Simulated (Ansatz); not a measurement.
## Zr: one input, then a changed one

The geometry is COD entry 9008559, unchecked; take it as a test cell. The listed cell was then made from it by scaling, straining or moving an atom.

First run: DFT, PBE, all-electron PAW with datasets made for the crystal, scalar-relativistic (Ansatz 0.2.0).

Command: `ansatz run input.yaml --threads 1 --pin off --max-ram 2048MiB --backend cpu --events-out ev --progress --plain --runs-dir out` The run took 24 s on 1 thread of Arm Neoverse V1 (shared host), peak memory 0.58 GiB.

```yaml
crystal:
  lattice:
    - [-1.8281, 1.8281, 1.81]
    - [1.8281, -1.8281, 1.81]
    - [1.7919, 1.7919, -1.81]
  atoms:
    - { symbol: Zr, position: [0.0, 0.0, 0.0] }
kpoints:
  mp_grid: { grid: [16, 16, 16] }
scf:
  occupations: { method: fermi_dirac, width: 0.03 }
hamiltonian:
  xc: pbe
  pseudopotentials: { kind: all_electron, datasets: crystal }
output:
  forces: true
  stress: true
  eigenvalues: true
  efg: { contact_densities: true }
```

Result: converged; pressure -3.12 GPa; no gap on the k mesh; 7 SCF iterations.

The input is then changed:

```diff
@@ -7,5 +7,5 @@
     - { symbol: Zr, position: [0.0, 0.0, 0.0] }
 kpoints:
-  mp_grid: { grid: [16, 16, 16] }
+  mp_grid: { grid: [11, 11, 11], shift: [0.5, 0.5, 0.5] }
 scf:
   occupations: { method: fermi_dirac, width: 0.03 }
```

**Question.** What does the second run give?

**Answer.** It converged; energy at zero smearing +0.2 meV/atom from the first run; pressure -3.37 GPa; no gap on the k mesh; 8 SCF iterations. Some of these settings are too coarse for converged properties.

The results part of its log:

```
SCF 1 converged in 8 iterations: F = -97927.020427 eV  dr2 = 6.67e-10
  Residual-converged pass: ⟨swp⟩=3.0  Hψ=4739  notcnv=0  max |occ|·‖R‖ = 3.7e-6 eV (tolerance 3.7e-6 eV)  dr2=6.98e-10  dr2_onsite=5.53e-10  max |Δocc| = 5.2e-10
  greatest PAW one-centre occupation: 0.996 electrons in one spin orbital (limit 2), on the Zr atom at site 0 (counted from 0), in its partial waves of l = 0
SCF converged after 8 iterations
Free energy (F): -97927.020427 eV
Harris-Foulkes:  -97927.020427 eV  (|F-HF|=2.91e-10)
Internal energy: -97927.014336 eV  (E = F + TS)
E sigma→0 (E₀):  -97927.017381 eV
Entropy (-TS):   -0.006091 eV (-6.091 meV/atom)
Past the cutoff: the bands carry plane waves up to 1.75 times it, of which those up to 1.5 times it add -0.000277 eV an atom, each by itself; the spheres take 0.000178 eV an atom off the energy for waves past 1.75 times it
By the cutoff:   a pressure is off by up to 0.005 GPa (1.2 times the spheres' own share and the shells' term, over an atom's volume, and 0.004 GPa: a bound that held against runs at twice the plane waves)
Past the cutoffs: a stress includes 0.0009 GPa for waves and charges beyond them, in addition to the slope of what the spheres take
In the spheres:  the bands' charges fall short by 2.2e-6 e at most (sound up to 1e-3)
Fermi energy:    15.173908 eV
--- Per-component energies (eV) ---
  The terms above E_closure are by the made datasets' own strengths, without shells solved beside the bands.
--- Forces (eV/Å), atoms counted from 1 ---
  atom   1  Zr     0.00000000    -0.00000000     0.00000000
  max |Σ_I F_I| component: 3.08e-33 eV/Å
--- Stress (GPa, compression-positive) ---
       -3.330939       0.680200       0.000000
        0.680200      -3.330939       0.000000
        0.000000       0.000000      -3.433759
  P = ⅓ Tr σ = -3.3652 GPa (-33.652 kbar)
--- PAW observables at the nuclei: V_zz in 10²¹ V/m², potentials from the cell's mean, atoms counted from 1 ---
  atom   1  Zr V_zz =    -0.948876   η = 0.8280   by run symmetry: allowed
            electrostatic potential = -5927.866285 V   contact ρ = 490601.143372 e/Å³
--- Band table (eV; the first three rows and the last of 216) ---
  k-point 0: bands = ["-33.3363", "-11.0158", "-10.9268", "-10.9040", "10.2404", "16.0244", "16.1532", "16.6757", "18.5000"]
  k-point 1: bands = ["-33.3058", "-11.2137", "-10.9731", "-10.9282", "10.9833", "15.6696", "15.7556", "17.5154", "18.1598"]
  k-point 2: bands = ["-33.2655", "-11.4548", "-11.0722", "-10.9301", "11.9256", "15.1624", "15.4251", "18.2409", "18.7827"]
  k-point 215: bands = ["-33.1122", "-11.5556", "-11.5272", "-11.4953", "12.7034", "12.7083", "20.5314", "20.6729", "20.8225"]
```
